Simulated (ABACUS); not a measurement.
Runs of ABACUS 3.10.1 on GaP. The structure is cubic, space group F-43m (No. 216). The conventional cell has a = 5.451 Å, b = 5.451 Å, c = 5.451 Å, α = 90.00°, β = 90.00°, γ = 90.00°. Ga (site symmetry -43m) is surrounded by 4 P at 2.36 Å. P (site symmetry -43m) is surrounded by 4 Ga at 2.36 Å. 

```tsv
level	share of exact exchange	screening of the exchange	threshold of the auxiliary basis	gap on the mesh (eV)
HSE-type (share 0.1, screening 0.11/bohr)	0.1	0.11 1/bohr	0.001	(a)
HSE-type (share 0.25, screening 0.11/bohr)	0.25	0.11 1/bohr	0.001	2.35
PBE	-	-	-	1.65
HSE-type (share 0.4, screening 0.11/bohr)	0.4	0.11 1/bohr	0.001	2.79
```

Alike in all rows: task single point; potentials or basis SG15 ONCV 1.2 PBE, DZP LCAO (the cutoffs set its grid); no spin polarisation; cell as given; k mesh 4 × 4 × 4; cutoff (eV) 1361; smearing fermi-dirac 0.05 eV; the mesh is coarse, so values aren't converged.

Task: Fill in the values left out.

Result: (a) 1.92.

Caveats: all runs use coarse meshes; the atomic orbitals were generated for these runs and aren't a published set; the basis of atomic orbitals isn't converged, which shifts pressures, moduli and gaps; gaps of hybrids in this basis differ from plane-wave ones by up to 0.1 eV (some runs).

A k mesh can miss the band edges, and the runs leave out spin-orbit coupling on Ga.
